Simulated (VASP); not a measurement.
Set up this calculation in VASP 6.6.1, as the native input.

- Task: relaxation of cell and atoms
- Functional: PBE
- Potentials or basis: VASP PAW PBE potentials, release 64 (Na_pv)
- Cutoff: 600 eV
- k mesh: 6 × 6 × 4
- Occupations: gaussian, width 0.05 eV
- Spin: no spin polarisation
- Dipole correction: no
- Further INCAR settings: ALGO = Fast; EDIFF = 1e-06; IBRION = 2; EDIFFG = -0.03; NSW = 80; ISIF = 3

The structure of Na lies in POSCAR:

```
Na
1.0
    3.7682404875      0.0000000000      0.0000000000
   -1.8841202437      3.2633919897      0.0000000000
    0.0000000000      0.0000000000      6.1547927962
Na
2
Direct
    0.3333333333      0.6666666667      0.7500000000
    0.6666666667      0.3333333333      0.2500000000
```

The cell was built by a generator and needn't be a form met in nature.

One way to write it, as run:

INCAR

```
SYSTEM = Na
PREC = Accurate
ENCUT = 600
EDIFF = 1E-6
ISMEAR = 0
SIGMA = 0.05
LREAL = .FALSE.
LASPH = .TRUE.
NELM = 80
ALGO = Fast
ISIF = 3
LWAVE = .FALSE.
LCHARG = .FALSE.
GGA = PE
IBRION = 2
NSW = 80
EDIFFG = -0.03
```

KPOINTS

```
regular mesh
0
G
  6 6 4
  0 0 0
```

Potentials or basis: VASP PAW PBE potentials, release 64 (Na_pv).

The run is started by

```sh
$ cat potpaw_PBE.64/Na_pv/POTCAR > POTCAR
$ mpirun -np 1 vasp_std > vasp.out
```

Results of the run:

The relaxed volume is 36.80 Å³/atom. The relaxed cell is a = 3.778 Å, b = 3.778 Å, c = 5.955 Å, α = 90.00°, β = 90.00°, γ = 120.00°. The space group after relaxing (to 0.05 Å) is P6_3/mmc (No. 194) and the energy gained by relaxing is 2.6 meV/atom. The ionic steps are 5. The pressure after relaxing is 0.1 GPa. The band gap on the k mesh is none (metal or under the smearing width).

Run time: 2.1 min on 1 thread of Intel(R) Xeon(R) Platinum 8375C CPU @ 2.90GHz (Ice Lake), on a shared host, peak memory 0.2 GiB.
